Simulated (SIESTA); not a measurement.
Crystal: TiNi.

```
Ni Ti
1.0
     2.73580    0.00000    0.00000
     0.00000    2.73580    0.00000
     0.00000    0.00000    3.58141
Ni Ti
1 1
Direct
  0.00000 0.00000 0.00000
  0.50000 0.50000 0.50000
```

The cell comes from a database or a generator and needn't be the stable form of this composition.

```yaml
Program: SIESTA 5.4.2
Task: relaxation of cell and atoms
Functional: PBEsol
Potentials_or_basis: PseudoDojo 0.4 standard (PBEsol files)
Basis: DZP (energy shift 0.003 Ry; two zetas on semicore shells)
Grid_cutoff: 800 Ry
Energy_shift: 0.003 Ry
k_mesh: 8 × 8 × 6
Occupations: fermi-dirac, width 0.05 eV
Spin: collinear spin, ferromagnetic start
Starting_moments: "[1.0, 1.0] μB"
```

At the start: pressure -7.5 GPa; volume 13.40 Å³/atom.

Problem. How do energy, volume and symmetry change on relaxing?

Solution. Over 15 steps the energy falls by 18.8 meV/atom and the volume is 12.93 Å³/atom (-3.5 %); space group P4/mmm (No. 123, to 0.05 Å); moment 0.00 μB per cell.

The path:
```tsv
step	energy change (eV)	largest force (eV/Å)	pressure (GPa)	volume (Å³)
1	0.0000	0.0000	-7.51	26.81
2	-0.0039	0.0000	-7.05	26.72
3	-0.0298	0.0000	1.09	25.52
4	-0.0241	0.0000	-3.49	26.16
5	-0.0302	0.0000	0.03	25.66
6	-0.0296	0.0000	1.18	25.50
7	-0.0139	0.0000	-5.77	26.51
8	-0.0304	0.0000	-0.20	25.72
9	-0.0321	0.0000	0.73	25.65
10	0.0274	0.0000	-4.74	26.19
11	-0.0325	0.0000	0.74	25.65
12	-0.0355	0.0000	0.32	25.72
13	-0.0379	0.0000	0.00	25.81
14	-0.0379	0.0000	0.21	25.83
15	-0.0376	0.0000	0.07	25.86
```

Final structure:
```yaml
crystal:
  lattice:
    - [2.79883, 0.00000, 0.00000]
    - [0.00000, 2.79883, 0.00000]
    - [0.00000, 0.00000, 3.30161]
  atoms:
    - { symbol: Ni, position: [0.00000, 0.00000, 0.00000] }
    - { symbol: Ti, position: [0.50000, 0.50000, 0.50000] }
```

Caveat: short orbitals over semicore shells can move pressures by several GPa; the basis of atomic orbitals isn't converged, which shifts pressures, moduli and gaps.
